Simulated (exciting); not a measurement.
## TePb: density of states with LDA

The system is TePb.

```
Pb Te
1.0
     0.00000    3.14243    3.14243
     3.14243    0.00000    3.14243
     3.14243    3.14243    0.00000
Pb Te
1 1
Direct
  0.00000 0.00000 0.00000
  0.50000 0.50000 0.50000
```

The cell isn't the ideal one: volume scaled by 0.92.

- Program: exciting (release sodium)
- Task: density of states
- Functional: LDA
- Potentials or basis: all-electron LAPW+lo, shipped species files, valence relativity iora*
- rgkmax: 8
- k mesh: 7 × 7 × 7
- Occupations: gaussian, width 0.05 eV
- Spin: no spin polarisation
- outputlevel: normal
- DOS window about the Fermi level (Ha): [-0.6, 0.5] Ha
- gmaxvr (cutoff of density and potential): 14 1/bohr
- lmaxapw (and lmaxmat): 10
- lmaxvr: 8
- nempty: 10
- Valence relativity: iora*
- epsengy: 1e-06 Ha
- epspot: 1e-06 Ha
- maxscl: 80
- Muffin-tin radii: Pb 2.3, Te 2.3 bohr

* All electrons inside the program's atomic spheres: Pb 79.07; Te 49.07 (radii Pb 2.3, Te 2.3 bohr)

Levels at points of the mesh, in eV from the Fermi level:
```tsv
k point	band 13	band 14	band 15	band 16	band 17	band 18
(0.00, 0.00, 0.00)	-1.94	-1.94	-1.94	3.80	3.80	3.80
```

States per cell in windows of 1 eV (zero at the Fermi level; states under -8 eV left out):
```
from (eV)  total  Te2 p  Pb1 p  Pb1 s  Te2 d  Te2 s  Pb1 d
     -8.0   0.35   0.01   0.00   0.13   0.00   0.07   0.00
     -7.0   0.09   0.00   0.00   0.03   0.00   0.02   0.00
     -6.0   0.12   0.03   0.01   0.00   0.00   0.00   0.00
     -5.0   0.72   0.16   0.06   0.01   0.00   0.00   0.00
     -4.0   1.44   0.37   0.12   0.01   0.00   0.01   0.01
     -3.0   1.64   0.50   0.11   0.03   0.00   0.01   0.02
     -2.0   1.66   0.55   0.07   0.10   0.01   0.01   0.02
     -1.0   0.35   0.11   0.01   0.04   0.00   0.01   0.00
      0.0   0.26   0.02   0.05   0.00   0.01   0.02   0.00
      1.0   1.67   0.14   0.35   0.02   0.04   0.07   0.01
      2.0   1.26   0.17   0.22   0.02   0.03   0.02   0.01
      3.0   1.67   0.27   0.23   0.02   0.05   0.01   0.02
      4.0   1.27   0.21   0.16   0.01   0.04   0.01   0.02
      5.0   1.55   0.20   0.20   0.01   0.04   0.01   0.03
      6.0   0.80   0.05   0.05   0.00   0.04   0.00   0.03
      7.0   1.20   0.03   0.08   0.00   0.06   0.01   0.04
```

Wall time 100 s on 1 thread of Arm Neoverse V2, on a shared host, peak memory 0.15 GiB.

Caveat: this odd mesh misses L, where the gap lies, so gap, dielectric constants and Born charges aren't listed; the tetrahedron DOS on this energy grid can lose part of the weight of narrow d or f bands. Spin-orbit coupling is left out, which matters for the levels of Pb, Te.
